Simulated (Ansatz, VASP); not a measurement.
## FeO (Wuestite) in VASP and in Ansatz

File INCAR:

```
SYSTEM = FeO
PREC     = Accurate       ! precision mode
ENCUT    = 520            ! plane-wave cutoff, eV
EDIFF    = 1E-7           ! SCF threshold, eV
ISMEAR   = 0              ! smearing method
SIGMA    = 0.05           ! smearing width, eV
LREAL    = .FALSE.        ! projectors in reciprocal space
LASPH    = .TRUE.         ! aspherical terms in the spheres
NELM     = 100            ! most SCF steps
ALGO     = Normal         ! electronic algorithm
ISIF     = 2              ! what is computed and relaxed
LWAVE    = .FALSE.        ! write WAVECAR
LCHARG   = .TRUE.         ! write CHGCAR
ISPIN    = 2              ! spin polarisation
MAGMOM   = 3 0            ! initial moments
LORBIT   = 11             ! projections on sites
LMAXMIX  = 4              ! l up to which the mixer works
GGA      = RP             ! functional
LELF     = .TRUE.         ! ELF
LVHAR    = .TRUE.       
NBANDS   = 21             ! bands
```

File KPOINTS:

```
regular mesh
0
G
  11 11 11
  0 0 0
```

Contents of POSCAR:

```
FeO
1.0
    0.0000000000      2.1554000000      2.1554000000
    2.1554000000      0.0000000000      2.1554000000
    2.1554000000      2.1554000000      0.0000000000
Fe O
1 1
Cartesian
    0.0000000000      0.0000000000      0.0000000000
    2.1554000000      2.1554000000      2.1554000000
```

input.yaml

```yaml
crystal:
  lattice:
    - [0.0, 2.1554, 2.1554]
    - [2.1554, 0.0, 2.1554]
    - [2.1554, 2.1554, 0.0]
  atoms:
    - { symbol: Fe, position: [0.0, 0.0, 0.0], spin: 3.0 }
    - { symbol: O, position: [0.5, 0.5, 0.5] }
hamiltonian:
  xc: rpbe
  pseudopotentials: { kind: paw }
magnetization:
  spin_polarized: true
kpoints:
  mp_grid: { grid: [11, 11, 11] }
scf:
  occupations: { method: gaussian, width: 0.05 }
output:
  forces: true
  stress: true
  eigenvalues: true
  write_density: true
  write_potential: true
  elf: true
  volumetric_format: npy
```

Alike in both runs: task single point; functional RPBE; k mesh 11 × 11 × 11; occupations gaussian, width 0.05 eV; collinear spin, ferromagnetic start.

```csv
,VASP,Ansatz
version,VASP 6.6.1,Ansatz 0.2.0
potentials or method,"VASP PAW PBE potentials, release 64 (Fe_pv, O)",Ansatz PAW
plane-wave cutoff (eV),520,420
valence electrons in the cell,20,22
```

Ansatz gave:

- gap on the k mesh at the Fermi level (eV): none
- pressure (GPa): 5.3
- net moment per atom (μB): 2.00
- size of the moment on the site where the two differ most (μB): 3.46

Estimate VASP's values.

gap on the k mesh at the Fermi level (eV): none; pressure (GPa): 5.3; net moment per atom (μB): 2.00; size of the moment on the site where the two differ most (μB): 3.63.

Site moments also hang on the region over which each program counts them. A gap of «none» marks a metal or a gap that the smearing closes. The two sets of potentials don't hold the same shells in valence.

Caveats: a cell with one magnetic atom can't hold antiferromagnetic order, which such compounds often take; semilocal functionals often make such compounds metallic where correlation or magnetic order opens a gap, which also shifts bond lengths; the PAW data sets were made with another functional, which shifts forces and pressure a little (VASP); the pressure holds a Pulay correction of +0.6 GPa for the finite cutoff (Ansatz); the PAW data sets come from PBE, with cores solved anew for the run's functional, which leaves a small shift of forces and pressure (Ansatz). With open d or f shells a metallic result of RPBE can be an artefact of self-interaction; +U or a hybrid may open a gap.
